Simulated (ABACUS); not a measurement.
## WC (Qusongite) in ABACUS: the effect of pseudo set

The system is WC (Qusongite).

```
W C
1.0
     2.92575    0.00000    0.00000
    -1.46287    2.53377    0.00000
     0.00000    0.00000    2.85539
W C
1 1
Direct
  0.00000 0.00000 0.00000
  0.66667 0.33333 0.50000
```

The cell isn't the ideal one: volume scaled by 1.02.

Alike in all runs:

```yaml
Program: ABACUS 3.10.1
Task: equation of state
Functional: PBE
Basis: plane waves
k_mesh: 7 × 7 × 6
Occupations: fermi-dirac, width 0.05 eV
Spin: no spin polarisation
```

| pseudo set | cutoff | pressure (GPa) |
| --- | --- | --- |
| GBRV ultrasoft 1.5 PBE | 544 eV | ? |
| PseudoDojo NC SR 0.4.1 PBE standard | 1116 eV | -1.7 |
| SG15 ONCV 1.2 PBE | 1116 eV | -2.1 |
| SPMS ONCV 1.0 PBE | 1116 eV | -1.6 |

Task: What does the run with pseudo set GBRV ultrasoft 1.5 PBE give?

Result: Pressure -3.9 GPa.

Caveats: all runs use coarse meshes; there are fewer bands than atomic start orbitals, so a level may be missed at k points of high symmetry (some runs).

The runs don't all hold the same shells in valence.
